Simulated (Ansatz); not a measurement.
The following input was run with Ansatz 0.2.0.

```yaml
crystal:
  lattice:
    - [2.8381601921, -0.0354023855, 0.0]
    - [-0.0354023855, 2.910176564, 0.0]
    - [0.0, 0.0, 2.8048559446]
  atoms:
    - { symbol: Na, position: [0.0, 0.0, 0.0507592913] }
    - { symbol: H, position: [0.5, 0.5, 0.4492407087] }
basis:
  ecutwfc: 420
kpoints:
  mp_grid: { grid: [10, 10, 10] }
hamiltonian:
  xc: pbe
scf:
  occupations: { method: gaussian, width: 0.02 }
output:
  forces: true
  stress: true
  eigenvalues: true
```

Launched with
```bash
ansatz run input.yaml --threads 1 --pin off --max-ram 1331MiB --backend cpu --events-out ev --progress --plain --runs-dir out
```

All numbers below come from DFT PBE, scalar-relativistic, plane waves, PAW (Ansatz).

Abridged output (final results; tables in files aren't shown):

```
SCF 1 converged in 6 iterations: F = -1502.297809 eV  dr2 = 7.76e-12
SCF converged after 6 iterations
Free energy (F): -1502.297809 eV
Harris-Foulkes:  -1502.297809 eV  (|F-HF|=3.52e-11)
Internal energy: -1502.297809 eV  (E = F + TS)
E sigma→0 (E₀):  -1502.297809 eV
Fermi energy:    4.652494 eV
--- Per-component energies (eV) ---
  E_band       = -217.437391
  E_kinetic    = 135.218517
  E_local      = -1271.319246  (includes V_loc(G=0)·N_el)
  E_nonlocal   = 116.687930
  E_hartree    = 452.427827
  E_xc         = -48.685778
  E_vxc        = -62.654193  (∫ρ·V_xc dr)
  E_paw        = -263.555298  (= ΣΔE_a)
  E_vpaw       = -40.224878  (= ΣTr[D̂ρ^β])
  E_aug_tail   = -0.001135  (compensation charges beyond the density's cutoff)
  E_ewald      = -623.070627
  E_smearing   =  0.000000  (= −TS)
--- Forces (eV/Å), atoms counted from 1 ---
  atom   1  Na     0.00000000     0.00000000    -0.22546944
  atom   2  H      0.00000000     0.00000000     0.22546732
--- Stress (GPa, compression-positive) ---
        5.038745       0.069515       0.000000
        0.069515       1.806040       0.000000
        0.000000       0.000000       6.373847
  P = ⅓ Tr σ = 4.4062 GPa (44.062 kbar)
--- Band table (eV; the first three rows and the last of 312) ---
  k-point 0: bands = ["-48.5107", "-20.3207", "-20.3171", "-20.3093", "-2.1651", "13.3382", "15.4662", "16.0351", "16.8338"]
  k-point 1: bands = ["-48.5083", "-20.3475", "-20.3146", "-20.3069", "-1.9892", "12.5283", "15.0253", "15.7604", "16.9608"]
  k-point 2: bands = ["-48.5021", "-20.4171", "-20.3082", "-20.3007", "-1.4776", "10.3044", "15.0483", "16.2681", "17.3344"]
  k-point 311: bands = ["-48.4497", "-20.5199", "-20.4851", "-20.4404", "4.1811", "11.1560", "11.5328", "11.5413", "13.7818"]
```

The calculation finished and met its thresholds.